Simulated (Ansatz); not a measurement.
## Zone-centre phonons of BaF2 at 16 GPa: input and output

The calculation used DFT PBE, scalar-relativistic, plane waves, PAW in Ansatz.

Launched with:
```bash
ansatz run input.yaml --threads 1 --pin off --max-ram 1228MiB --backend cpu --events-out ev --progress --plain --runs-dir out
```

Input (bare energies are in eV):
```yaml
crystal:
  lattice:
    - [0.0, 2.9322815749, 2.9322815749]
    - [2.9322815749, 0.0, 2.9322815749]
    - [2.9322815749, 2.9322815749, 0.0]
  atoms:
    - { symbol: Ba, position: [0.0, 0.0, 0.0] }
    - { symbol: F, position: [0.25, 0.25, 0.25] }
    - { symbol: F, position: [0.75, 0.75, 0.75] }
basis:
  ecutwfc: 420
kpoints:
  mp_grid: { grid: [8, 8, 8] }
hamiltonian:
  xc: pbe
scf:
  occupations: { method: fixed }
output:
  eigenvalues: true
phonons:
  method: dfpt
  dielectric: true
  rigid_motions: translations
  eigenvectors: true
```

The end of the output:
```
--- Phonons (Γ-DFPT): 2 representative perturbations + reference, on 95 of 512 k-points (Σ response iterations 7) ---
  k mesh reduced under 4 symmetry operations, with k and −k counted as one. Each operation leaves every solved perturbation unchanged. A smaller set is not considered because the run solves the response ...
  ASR residual: 3.652e-5 → 0.000e0 eV/Å²; symmetrization residual: 8.010e-7 eV/Å²
  ASR residual per site (eV/Å²): 1.41e-5 3.65e-5 3.65e-5
  Γ frequencies (cm⁻¹): 0.00 0.00 0.00 258.46 258.46 258.46 309.98 309.98 309.98
  ε∞ (high-frequency dielectric tensor):
        2.535929    -0.000000    -0.000000
        0.000000     2.535929     0.000000
        0.000000    -0.000000     2.535929
  ε⁰ (static dielectric tensor: ions relaxed, cell fixed):
        6.186962    -0.000000    -0.000000
       -0.000000     6.186962     0.000000
       -0.000000     0.000000     6.186962
  ε⁰ − ε∞ (ionic part):
        3.651032    -0.000000    -0.000000
       -0.000000     3.651032     0.000000
       -0.000000     0.000000     3.651032
  softest optical mode at Γ: 258.46 cm⁻¹; the repairs (sum rule, projections) moved no ω² at Γ by more than (0.79 cm⁻¹)²
  Born effective charges Z* (e; rows j = field, columns β = displacement):
    site 0:
         2.72741    0.00000    0.00000
         0.00000    2.72741    0.00000
         0.00000   -0.00000    2.72741
    site 1:
        -1.36370   -0.00000    0.00000
        -0.00000   -1.36370   -0.00000
         0.00000    0.00000   -1.36370
    site 2:
        -1.36370   -0.00000   -0.00000
        -0.00000   -1.36370   -0.00000
         0.00000    0.00000   -1.36370
  Z* charge neutrality: 2.589e-5 e pre-enforcement
  k-mesh period / interband length: 33.2 Å / 0.92 Å = 36.16 at k = (0.0000, 0.0000, 0.0000), direct gap 7.805 eV — 14 or more, which is no proof of convergence
  optical modes at Γ without the LO–TO term, one row a degenerate level:
      ω (cm⁻¹) modes IR ((D/Å)²/amu)
        258.46      3            17.2990
        309.98      3             0.0000
  optical modes at Γ + LO–TO along q̂ = [1.0000, 0.0000, 0.0000]:
      ω (cm⁻¹) modes IR ((D/Å)²/amu)
        258.46      2            11.5327
        309.98      3             0.0000
        403.71      1             5.7663
  optical modes at Γ + LO–TO along q̂ = [0.0000, 1.0000, 0.0000]:
      ω (cm⁻¹) modes IR ((D/Å)²/amu)
        258.46      2            11.5327
        309.98      3             0.0000
        403.71      1             5.7663
  optical modes at Γ + LO–TO along q̂ = [0.0000, 0.0000, 1.0000]:
      ω (cm⁻¹) modes IR ((D/Å)²/amu)
        258.46      2            11.5327
        309.98      3             0.0000
        403.71      1             5.7663
```

Time: 73 s on 1 thread of Arm Neoverse N1, on a shared host, peak memory 0.6 GiB.

Spin–orbit coupling is left out, which matters for heavy elements. The real crystal has changed phase below this pressure.